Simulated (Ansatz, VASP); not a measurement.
# B6As: VASP beside Ansatz, part 2 of 2

Wanted: the spread between two codes on one cell, functional and k mesh. The cell is taken from a series of runs on this material, whose earlier steps may have relaxed, scaled, displaced or heated it; both programs get it as it stands.

VASP 6.6.1 and Ansatz 0.2.0.

So far: Starting point; VASP: relaxation of cell and atoms, r2SCAN with rVV10.

**3. Ansatz: relaxation of cell and atoms, r2SCAN with rVV10**

Level of this step: Ansatz beside VASP: Kohn-Sham DFT, plane waves, r2SCAN with rVV10 (Ansatz).

Ansatz runs on its default PAW (the set named soft_2) files.

The same cell, functional, mesh and smearing now go to Ansatz, which takes its cutoff from its data sets.

input.yaml

```yaml
crystal:
  lattice:
    - [3.0684222178, 1.7715543935, 3.9649353976]
    - [-3.0684222178, 1.7715543935, 3.9649353976]
    - [0.0, -3.5431087869, 3.9649353976]
  atoms:
    - { symbol: B, position: [0.01528972, 0.01528972, 0.32487848] }
    - { symbol: B, position: [0.01528972, 0.32487848, 0.01528972] }
    - { symbol: B, position: [0.8218557, 0.27248649, 0.8218557] }
    - { symbol: B, position: [0.8218557, 0.8218557, 0.27248649] }
    - { symbol: B, position: [0.27248649, 0.8218557, 0.8218557] }
    - { symbol: B, position: [0.72751351, 0.1781443, 0.1781443] }
    - { symbol: B, position: [0.1781443, 0.72751351, 0.1781443] }
    - { symbol: B, position: [0.1781443, 0.1781443, 0.72751351] }
    - { symbol: B, position: [0.98471028, 0.67512152, 0.98471028] }
    - { symbol: B, position: [0.98471028, 0.98471028, 0.67512152] }
    - { symbol: B, position: [0.67512152, 0.98471028, 0.98471028] }
    - { symbol: B, position: [0.32487848, 0.01528972, 0.01528972] }
    - { symbol: As, position: [0.60055235, 0.60055235, 0.60055235] }
    - { symbol: As, position: [0.39944765, 0.39944765, 0.39944765] }
kpoints:
  mp_grid: { grid: [6, 6, 6] }
hamiltonian:
  xc: r2scan
  dispersion: rvv10
scf:
  occupations: { method: gaussian, width: 0.02 }
output:
  forces: true
  stress: true
  eigenvalues: true
relax:
  adjacent_minimum: "off"
  f_tol: 0.005
  max_steps: 60
  cell: { stress_tol: 0.03 }
```

The run is started by

```
> ansatz run input.yaml --threads 4 --pin off --max-ram 16384MiB --backend cpu --events-out ev --progress --plain --runs-dir out
```

Numbers of over 12 decimals in the logs are rounded to 6 here.

The log of the run:

```text
Engine: ansatz 0.2.0, aarch64-unknown-linux-gnu
Pseudopotentials: kind: paw
Pseudopotential: B, paw, valence charge 3, recommended cutoff 500 eV (meta_gga), B.paw.azcp
Pseudopotential: As, paw, valence charge 15, recommended cutoff 500 eV (meta_gga), As.paw.azcp
Functional definition: r2SCAN+rVV10
  parameter k0 = 0.174
  parameter k1 = 0.065
  parameter a1 = 4.9479
  exchange = r2scan_x(k0 = k0, k1 = k1, a1 = a1)
  correlation = r2scan_c + rvv10(11.95, 0.0093)
Crystal: 14 atoms, lattice volume = 129.317 Å³
Basis set: ecut = 500 eV, 3285 PW (Γ), exchange–correlation on 180×180×180 points (64 copies of the dense FFT grid, shifted against one another)
Bands: 47, of which v1, the nominal top of the filled ones, is band 33 counted from 1 (32 counted from 0)
Symmetry: 12 space group operations
Space group: R-3m (ITA 166), of the structure as read, at distance tolerance 5.1e-5 Å
k-points: 32 of 216
Non-local potential: B, projectors of the file, l = 0: 2, l = 1: 2, l = 2: 1
Non-local potential: As, projectors of the file, l = 0: 2, l = 1: 2, l = 2: 3, l = 3: 1
PAW form: soft (Blöchl's): semilocal exchange-correlation on the pseudo side does not see the compensation charge
rVV10 density: all electrons in the spheres
PAW frozen core: B, regenerated for the run's functional (the file was generated under x = pbe(κ = 0.804, μ = 0.219515), c = pbe(β = 0.066725))
PAW frozen core: As, regenerated for the run's functional (the file was generated under x = pbe(κ = 0.804, μ = 0.219515), c = pbe(β = 0.066725))
PAW one-centre angular grid: B, 302 points (default); XC on 160 Gauss nodes
PAW one-centre angular grid: As, 590 points (default); XC on 160 Gauss nodes
Initial density: superposition of atomic densities (neutral atoms: chi_scale 0, normalization atom), corrected by the library's trained network
Initial wavefunctions: pseudopotential atomic-orbital guess
Functional: x = r2scan, c = r2scan + rvv10(b = 11.95, C = 0.0093); τ floored in thin density (d = 2e-4 eV/Å³)
SCF iter   1: F=—  HF=-11606.620940 eV  |F-HF|=—  |Δ(HF+E_count)|=         —  Δρ=6.47e-3  dr2=4.76e-2  dr2_τ=1.62e0  ethr=1.77e-3  ⟨swp⟩=6.2  Hψ=6641  notcnv=0  defer=54
preconditioner: auto → Resta (q_TF=auto, 2.439 Å⁻¹)  ε∞=4.1  [insulator: Δε(μ)=2.902 eV  Ē_g=12.632 eV  σ=0.020 eV  W_gap=1.00  n_scr=32 (ndim 8)  ℏωp=22.1 eV  f_vac=0.000  D(μ)=0.00/eV (n_scr^D=0)  ε∞_Penn≈4.1]
SCF iter   2: F=—  HF=-11606.926528 eV  |F-HF|=—  |Δ(HF+E_count)|=   3.06e-1  Δρ=4.43e-3  dr2=1.88e-2  dr2_τ=2.46e-4  ethr=7.22e-5  ⟨swp⟩=3.0  Hψ=2891  notcnv=0  defer=239
SCF iter   3: F=—  HF=-11606.926315 eV  |F-HF|=—  |Δ(HF+E_count)|=   2.12e-4  Δρ=6.14e-4  dr2=5.08e-4  dr2_τ=7.94e-5  ethr=2.85e-5  ⟨swp⟩=3.1  Hψ=2227  notcnv=0  defer=239
SCF iter   4: F=—  HF=-11606.925847 eV  |F-HF|=—  |Δ(HF+E_count)|=   4.69e-4  Δρ=2.95e-4  dr2=8.46e-5  dr2_τ=9.32e-6  ethr=7.69e-7  ⟨swp⟩=2.0  Hψ=2415  notcnv=0  defer=239
SCF iter   5: F=—  HF=-11606.925900 eV  |F-HF|=—  |Δ(HF+E_count)|=   5.30e-5  Δρ=9.80e-5  dr2=9.77e-6  dr2_τ=2.41e-7  ethr=1.28e-7  ⟨swp⟩=2.0  Hψ=1988  notcnv=0  defer=239
SCF iter   6: F=—  HF=-11606.925905 eV  |F-HF|=—  |Δ(HF+E_count)|=   4.82e-6  Δρ=1.77e-5  dr2=3.42e-7  dr2_τ=1.08e-8  ethr=1.48e-8  ⟨swp⟩=2.0  Hψ=1940  notcnv=0  defer=239
SCF iter   7: F=-11606.925905 eV  HF=-11606.925905 eV  |F-HF|=3.60e-9  |Δ(HF+E_count)|=   3.29e-7  Δρ=2.54e-6  dr2=6.02e-9  dr2_τ=3.80e-10  ethr=1.52e-10  ⟨swp⟩=11.2  Hψ=7268  notcnv=0
SCF 1 converged in 7 iterations: F = -11606.925905 eV  dr2 = 6.02e-9
  greatest PAW one-centre occupation: 0.999 electrons in one spin orbital (limit 2), on the As atom at site 13 (counted from 0), in its partial waves of l = 2
relax step   1: F+E_penalty+E_count = -11606.92590484 eV  Δ(F+E_penalty+E_count) = +0.000e0 eV  max|allowed force component| = 5.008e-2 eV/Å  Δτ_max = 0.0000 Å  P = -0.886 GPa  Ω = 129.317 Å³  (7 SCF iters, dr2 threshold 1.00e-7 eV, accepted)
[...]
relax step   3: F+E_penalty+E_count = -11606.92813372 eV  Δ(F+E_penalty+E_count) = -2.153e-4 eV  max|allowed force component| = 3.329e-3 eV/Å  Δτ_max = 0.0006 Å  P = -0.010 GPa  Ω = 128.701 Å³  energy of the carried Pulay correction = +7.182e-5 eV  (4 SCF iters, dr2 threshold 2.74e-7 eV, accepted)
[...]
relax step   4: F+E_penalty+E_count = -11606.92814000 eV  Δ(F+E_penalty+E_count) = -6.286e-6 eV  max|allowed force component| = 1.852e-3 eV/Å  Δτ_max = 0.0003 Å  P = -0.000 GPa  Ω = 128.691 Å³  energy of the carried Pulay correction = +7.294e-5 eV  (3 SCF iters, dr2 threshold 1.04e-8 eV, accepted)
[...]
relax step   5: F+E_penalty+E_count = -11606.92806675 eV  Δ(F+E_penalty+E_count) = +7.325e-5 eV  max|allowed force component| = 1.863e-3 eV/Å  Δτ_max = 0.0000 Å  P = -0.001 GPa  Ω = 128.691 Å³  stress off target by 8.04e-3 GPa  SCF on the basis re-selected at this cell (its energy is not comparable with the rows above)  (4 SCF iters)
basis re-selected at this cell: Δ(F+E_penalty+E_count) = +7.325e-5 eV, ΔP = -0.001 GPa vs the last step (what re-selecting the basis moved, of the pressure what is left beyond the Pulay correction that the steps carried, after the strain that the cell walked since its last selection, with what the two solves' SCF thresholds leave and, on support functions, any second-order correction that the steps lacked; it is no m [...]
SCF converged after 4 iterations
Free energy (F): -11606.928067 eV
Harris-Foulkes:  -11606.928067 eV  (|F-HF|=7.28e-12)
Internal energy: -11606.928067 eV  (E = F + TS)
E sigma→0 (E₀):  -11606.928067 eV
Fermi energy:    9.759067 eV
--- Per-component energies (eV) ---
  E_band       = -417.803808
  E_kinetic    = 801.813890
  E_local      = -4288.417460  (includes V_loc(G=0)·N_el)
  E_nonlocal   = -1205.373103
  E_hartree    = 2253.353643
  E_xc         = -524.877758
  E_vxc        = -667.666638  (∫ρ·V_xc dr)
  E_paw        = -4658.297231  (= ΣΔE_a)
  E_vpaw       = 402.955616  (= ΣTr[D̂ρ^β])
  E_aug_tail   = -0.000023  (compensation charges beyond the density's cutoff)
  E_vtau       = 32.176678  (kinetic-family band-sum trace: ∫τ·v_τ [+ j·A + Jᵃ·Aᵃ] dr)
  E_ewald      = -3981.993905
  E_core_change = -3.136120  (= ΣΔE_core)
  E_smearing   = -0.000000  (= −TS)
  E_closure    = -0.000000  (closes the sum)
  Σ components = -11606.928067   (vs F -11606.928067, Δ=0.00e0)
--- Forces (eV/Å), atoms counted from 1 ---
  atom   1  B      0.00000000    -0.00011571    -0.00132788
  atom   2  B     -0.00010020     0.00005785    -0.00132788
  atom   3  B      0.00161340    -0.00093150     0.00078515
  atom   4  B     -0.00000000     0.00186300     0.00078515
  atom   5  B     -0.00161340    -0.00093150     0.00078515
  atom   6  B      0.00161340     0.00093150    -0.00078515
  atom   7  B     -0.00161340     0.00093150    -0.00078515
  atom   8  B     -0.00000000    -0.00186300    -0.00078515
  atom   9  B      0.00010020    -0.00005785     0.00132788
  atom  10  B      0.00000000     0.00011571     0.00132788
  atom  11  B     -0.00010020    -0.00005785     0.00132788
  atom  12  B      0.00010020     0.00005785    -0.00132788
  atom  13  As     0.00000000    -0.00000000    -0.00140536
  atom  14  As    -0.00000000     0.00000000     0.00140536
  max |Σ_I F_I| component: 9.22e-18 eV/Å
--- Stress (GPa, compression-positive) ---
       -0.005220       0.000000       0.000000
        0.000000      -0.005220       0.000000
        0.000000       0.000000       0.008042
  P = ⅓ Tr σ = -0.0008 GPa (-0.008 kbar)
--- Band table (eV; the first three rows and the last of 32) ---
  k-point 0: bands = [... 29 lower, 8.1133, 8.1133, 8.2606, 8.2606, 13.1257, 13.3982, 13.3982, 13.6304, ... 10 higher]
  k-point 1: bands = [... 29 lower, 7.6942, 7.8665, 7.9482, 8.2697, 12.8139, 13.2495, 13.7048, 13.8203, ... 10 higher]
  k-point 2: bands = [... 29 lower, 6.6375, 7.3679, 7.6461, 8.2554, 11.8623, 13.1773, 13.3864, 13.8751, ... 10 higher]
  k-point 31: bands = [... 29 lower, 7.4754, 7.5074, 7.5074, 8.3329, 11.3298, 12.2893, 12.3599, 13.2398, ... 10 higher]
--- Relaxed structure (4 steps of the walk, 4 accepted, 1 SCFs on fresh bases) ---
  F+E_penalty+E_count = -11606.92806675 eV   max|allowed force component| = 1.863e-3 eV/Å   (the final SCF, on the basis selected at the relaxed cell)
  cell:  # Å, volume = 128.6911 Å³
    - [3.063461, 1.768690, 3.958522]
    - [-3.063461, 1.768690, 3.958522]
    - [-4.745752473823604e-19, -3.537380, 3.958522]
  atoms:
    - { symbol: B, position: [0.015272, 0.015272, 0.325060] }
    - { symbol: B, position: [0.015272, 0.325060, 0.015272] }
    - { symbol: B, position: [0.821644, 0.272882, 0.821644] }
    - { symbol: B, position: [0.821644, 0.821644, 0.272882] }
    - { symbol: B, position: [0.272882, 0.821644, 0.821644] }
    - { symbol: B, position: [0.727118, 0.178356, 0.178356] }
    - { symbol: B, position: [0.178356, 0.727118, 0.178356] }
    - { symbol: B, position: [0.178356, 0.178356, 0.727118] }
    - { symbol: B, position: [0.984728, 0.674940, 0.984728] }
    - { symbol: B, position: [0.984728, 0.984728, 0.674940] }
    - { symbol: B, position: [0.674940, 0.984728, 0.984728] }
    - { symbol: B, position: [0.325060, 0.015272, 0.015272] }
    - { symbol: As, position: [0.600428, 0.600428, 0.600428] }
    - { symbol: As, position: [0.399572, 0.399572, 0.399572] }
```

The column dr2 measures how far the density is from self-consistency, as an energy; F and HF (Harris–Foulkes) agree once it is small.

**4. Side by side**

Known differences besides the potentials themselves: VASP keeps PBE cores, Ansatz makes them for the functional; the data sets hold 66 valence electrons in Ansatz (on its default PAW (the set named soft_2) files) and 46 in VASP; the cutoff is 500 eV in Ansatz and 550 eV in VASP; Ansatz adds a Pulay correction to the stress that steers its cell, VASP none. Total energies have different zeros and are not compared.

The two programs side by side:

| quantity | Ansatz | VASP | difference |
| --- | --- | --- | --- |
| volume (Å³) | 128.69 | 128.93 | -0.18 % |
| edge a after relaxation, in the typed setting (Å) | 5.309 | 5.312 | -0.05 % |

**5. What came out**

```yaml
difference_in_volume_relaxation_of_cell_and_atoms_r2scan_with_rvv10: -0.18 %
```

What this shows: The difference in volume is -0.18 % (relaxation of cell and atoms, r2SCAN with rVV10), within the 1.2 % picked in this series as the mark of a large difference, as far as the stopping tolerances let one tell. The data sets hold unlike numbers of valence electrons (66 in Ansatz and 46 in VASP), so part of the differences comes from the potentials. How closely two codes agree says nothing of how well the functional describes the real material.

[Lines on the potential files, build, host, timing and source positions are cut from VASP's logs without a mark.]

[Logs are printed without paths, hosts, clocks, repeated set-up lines and the standing remarks that a program may print on its own settings, such as how far it seeks lower states.]

[Hosts, paths, dates, database ids (printed as entryN), source tags and the programs' standing remarks are cut or masked in the printed files.]
